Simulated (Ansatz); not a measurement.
Crystal: CoO.

```
CELL_PARAMETERS angstrom
1.60222 0.92504 2.56647
-1.60222 0.92504 2.56647
0.00000 -1.85008 2.56647
ATOMIC_POSITIONS crystal
Co 0.99898 0.99898 0.99898
O 0.75102 0.75102 0.75102
```

Measurements of this composition are mostly on another form, of space group No. 225.

Base run:

* Program: Ansatz 0.2.0
* Functional: LDA
* Potentials or basis: all-electron LAPW, scalar-relativistic
* Cutoff: 455 eV (chosen from the basis error)
* Basis error allowed: 0.001 eV/atom
* k mesh: 7 × 7 × 7
* Occupations: fermi-dirac, width 0.05 eV
* Spin: collinear spin, ferromagnetic start
* Starting moments: [2.0, 0.0] μB

Its results: pressure -15.2 GPa; net moment 2.70 μB per cell; site moments Co +2.29; O +0.31 μB; largest force 0.198 eV/Å.

Problem. The run is repeated on the same cell with these changes: functional from LDA to PBEsol. What comes out?

Solution. Pressure -7.9 GPa; net moment 2.79 μB per cell; site moments Co +2.37; O +0.32 μB; largest force 0.228 eV/Å.

PBEsol binds less tightly than LDA, so the same cell stands under more pressure.

Caveats: the k mesh is thin for a metal, which can move the energy by tens of meV per atom; a cell with one magnetic atom can't hold antiferromagnetic order, which such compounds often take.
